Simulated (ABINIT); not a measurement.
Input of an ABINIT 10.8.3 (patched build) run:

The input run.abi:

```
# Datasets: ground state, then fixed potential
ndtset 2

# Pseudopotentials
pp_dirpath "./"
pseudos "Ta.GGA_PBE-JTH.xml, N.GGA_PBE-JTH.xml"

# Structure
acell 3*1.0 Angstrom
rprim
     0.0000000000     2.2113230000     2.2113230000
     2.2113230000     0.0000000000     2.2113230000
     2.2113230000     2.2113230000     0.0000000000
ntypat 2
znucl 73 7
natom 2
typat 1 2
xred
     0.5000000000     0.5000000000     0.5000000000
     0.0000000000     0.0000000000     0.0000000000

# Plane-wave basis
ecut 25.0
pawecutdg 47.0

# Exchange and correlation
ixc 15

# Bands and occupations
occopt 3
tsmear 0.00183747

# Spin
nspinor 2
nspden 1
pawspnorb 1

# SCF cycle
nstep 100

# Output
iomode 3
prtwf 0
prteig 0
prtebands 0
enunit 1
prtden1 1

# Dataset 1
kptopt1 4
ngkpt1 10 10 10
nshiftk1 1
shiftk1 0.0 0.0 0.0
nband1 26
tolvrs1 1.0e-9

# Dataset 2: bands along G-X-W-K-G-L-U-W-L-K
iscf2 -2
getden2 1
nband2 34
nbdbuf2 2
tolwfr2 1.0e-12
kptopt2 -9
ndivsm2 5
prteig2 1
prtvol2 -3
kptbounds2
     0.0000000000     0.0000000000     0.0000000000
     0.5000000000     0.0000000000     0.5000000000
     0.5000000000     0.2500000000     0.7500000000
     0.3750000000     0.3750000000     0.7500000000
     0.0000000000     0.0000000000     0.0000000000
     0.5000000000     0.5000000000     0.5000000000
     0.6250000000     0.2500000000     0.6250000000
     0.5000000000     0.2500000000     0.7500000000
     0.5000000000     0.5000000000     0.5000000000
     0.3750000000     0.3750000000     0.7500000000
```

Potentials or basis: JTH PAW PBE v2.0.

Launch:

```bash
$ abinit run.abi > log 2>&1
```

Problem. Estimate the band gap on the k mesh.

Solution. None (metal or under the smearing width).

Levels at the corners of the path, in eV from the Fermi level:
```csv
point,band 15,band 16,band 17,band 18,band 19,band 20,band 21,band 22
Γ,-3.73,-3.73,-2.22,-2.22,-2.22,-2.22,-1.84,-1.84
X,-4.72,-4.72,-4.41,-4.41,2.02,2.02,3.10,3.10
W,-6.46,-6.46,-0.28,-0.28,-0.13,-0.13,3.26,3.26
K,-6.06,-6.06,-2.21,-2.21,2.22,2.22,2.58,2.58
Γ,-3.73,-3.73,-2.22,-2.22,-2.22,-2.22,-1.84,-1.84
L,-7.42,-7.42,1.68,1.68,1.75,1.75,2.16,2.16
U,-6.06,-6.06,-2.21,-2.21,2.22,2.22,2.58,2.58
W,-6.46,-6.46,-0.28,-0.28,-0.13,-0.13,3.26,3.26
L,-7.42,-7.42,1.68,1.68,1.75,1.75,2.16,2.16
K,-6.06,-6.06,-2.21,-2.21,2.22,2.22,2.58,2.58
```

Caveat: the highest band is partly filled, so the run has too few bands.
